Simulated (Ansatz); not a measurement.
**As under changes of volume**

One of the cells (19.764 Å³/atom); the others are scaled copies at fixed shape and fractional positions:

```
As
1.0
     2.70368    0.00000    0.00000
     0.00000    2.70368    0.00000
     0.00000    0.00000    2.70368
As
1
Direct
  0.50000 0.50000 0.50000
```

This isn't the form of As at room conditions, which is rhombohedral.

| Property | Result |
| --- | --- |
| Program | Ansatz 0.2.0 |
| Functional | HSE06 |
| Potentials or basis | Ansatz PAW |
| Cutoff | 420 eV (not typed: the program's choice for these potentials) |
| k mesh | 6 × 6 × 6 |
| Occupations | fermi-dirac, width 0.05 eV |
| Spin | no spin polarisation |

```tsv
volume (Å³/atom)	energy over the lowest point (meV/atom)	pressure (GPa)
18.578	?	?
18.973	3.57	2.6
19.368	0.00	0.6
19.764	1.47	-1.2
20.159	7.36	-2.5
20.554	15.78	-3.1
20.949	23.20	-3.4
```

**Question.** What does the run at 18.578 Å³/atom give?

**Answer.** Energy over the lowest point 12.84 meV/atom; pressure 5.0 GPa.

Worked out: A Birch-Murnaghan fit of order 3 (a polynomial in V^(-2/3)) to the other rows has its minimum at 19.41 Å³/atom with B0 = V·E''(V) = 117 GPa (rough, since the energies scatter). It gives 16.66 meV/atom at 18.578 Å³/atom, against the run's 12.84, and -dE/dV = 7.5 GPa, against 5.0.

Energies are extrapolated to zero smearing.

Caveats: all runs use coarse meshes; the PAW data sets come from PBE, with cores solved anew for the run's functional, which leaves a small shift of forces and pressure; the thresholds are loose for stress.
